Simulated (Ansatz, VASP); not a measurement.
**NaCl in VASP and in Ansatz**

```xyz
2
Lattice="0.0000 2.8406 2.8406 2.8406 0.0000 2.8406 2.8406 2.8406 0.0000" Properties=species:S:1:pos:R:3 pbc="T T T"
Na    0.0000    0.0000    0.0000
Cl    2.8406    2.8406    2.8406
```

Alike in both runs: task single point; functional r2SCAN; k mesh 6 × 6 × 6; occupations gaussian, width 0.05 eV; no spin polarisation.

```csv
,VASP,Ansatz
version,VASP 6.6.1,Ansatz 0.2.0
potentials or method,"VASP PAW PBE potentials, release 64 (Na_pv, Cl)","scalar-relativistic, plane waves, PAW"
plane-wave cutoff (eV),520,500
valence electrons in the cell,14,16
```

|  | VASP | Ansatz | Ansatz less VASP |
| --- | --- | --- | --- |
| gap on the k mesh at the Fermi level (eV) | 5.83 | 5.81 | -0.023 |
| least direct gap on the mesh (eV) | 5.83 | 5.81 | -0.023 |
| pressure (GPa) | -1.2 | -1.0 | +0.23 |

The two sets of potentials don't hold the same shells in valence.

Caveats: the PAW data sets were made with another functional, which shifts forces and pressure a little (VASP). r2SCAN opens gaps a little over a GGA but as a rule still falls short of measured ones.
